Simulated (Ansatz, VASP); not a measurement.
Li4F in VASP and in Ansatz

```xyz
5
Lattice="-2.0855 2.0855 4.5082 2.0855 -2.0855 4.5082 2.0855 2.0855 -4.5082" Properties=species:S:1:pos:R:3 pbc="T T T"
Li    0.0000    0.0000    1.9259
Li    0.0000    0.0000    7.0905
Li    0.0000    2.0855    0.0000
Li    2.0855    0.0000    0.0000
F     0.0000    0.0000    0.0000
```

Change from the starting cell: species swapped into the PbF4 type (I4/mmm, No. 139).

Alike in both runs: functional PBE; k mesh 6 × 6 × 6; occupations gaussian, width 0.1 eV; no spin polarisation.

Ansatz relaxed the structure, and its values are those at the end. VASP's run is a single point on that final structure, the one shown.

|  | VASP | Ansatz |
| --- | --- | --- |
| version | VASP 6.6.1 | Ansatz 0.2.0 |
| potentials or method | VASP PAW PBE potentials, release 64 (Li_sv, F) | scalar-relativistic, plane waves, PAW |
| plane-wave cutoff (eV) | 520 | 420 |
| valence electrons in the cell | 19 | 19 |

|  | VASP | Ansatz | Ansatz less VASP |
| --- | --- | --- | --- |
| gap on the k mesh at the Fermi level (eV) | none | none | - |
| rms of the force components (eV/Å) | 0.003 | 0.005 | +0.0022 |

A gap of «none» marks a metal or a gap that the smearing closes.

Caveats: an odd number of electrons without spin polarisation forces a metal; a magnetic or distorted state may lie lower.
